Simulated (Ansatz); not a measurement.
## MoS2 under changes of volume

One of the cells (17.750 Å³/atom); the others are scaled copies at fixed shape and fractional positions:

```
CELL_PARAMETERS angstrom
1.58550 0.91539 6.11500
-1.58550 0.91539 6.11500
0.00000 -1.83078 6.11500
ATOMIC_POSITIONS crystal
Mo 0.00000 0.00000 0.00000
S 0.25000 0.25000 0.25000
S 0.75000 0.75000 0.75000
```

Measurements of this composition are mostly on another form, of space group No. 194.

```yaml
Program: Ansatz 0.2.0
Functional: PBEsol
Potentials_or_basis: all-electron LAPW, scalar-relativistic
Cutoff: 246 eV (chosen from the basis error)
Basis_error_allowed: 0.002 eV/atom
k_mesh: 10 × 10 × 10
Occupations: fermi-dirac, width 0.05 eV
Spin: no spin polarisation
```

```tsv
volume (Å³/atom)	energy over the lowest point (meV/atom)	pressure (GPa)	largest force (eV/Å)
16.685	57.10	14.0	1.967
17.040	30.69	9.9	1.533
17.395	12.94	6.2	1.131
17.750	?	?	?
18.105	0.00	-0.1	0.413
18.460	3.33	-2.8	0.092
18.815	12.33	-5.2	0.206
```

**Question.** What does the run at 17.750 Å³/atom give?

**Answer.** Energy over the lowest point 2.97 meV/atom; pressure 2.9 GPa; largest force 0.758 eV/Å.

Worked out: A Birch-Murnaghan fit of order 3 (a polynomial in V^(-2/3)) to the other rows has its minimum at 18.09 Å³/atom with B0 = V·E''(V) = 145 GPa and B' = 4.4 at fixed shape and positions, which overstates the stiffness. It gives 2.97 meV/atom at 17.750 Å³/atom, against the run's 2.97, and -dE/dV = 2.9 GPa, against 2.9.

Energies are extrapolated to zero smearing.

Caveats: the cell's inner coordinates are idealised or old, which leaves forces on the atoms.
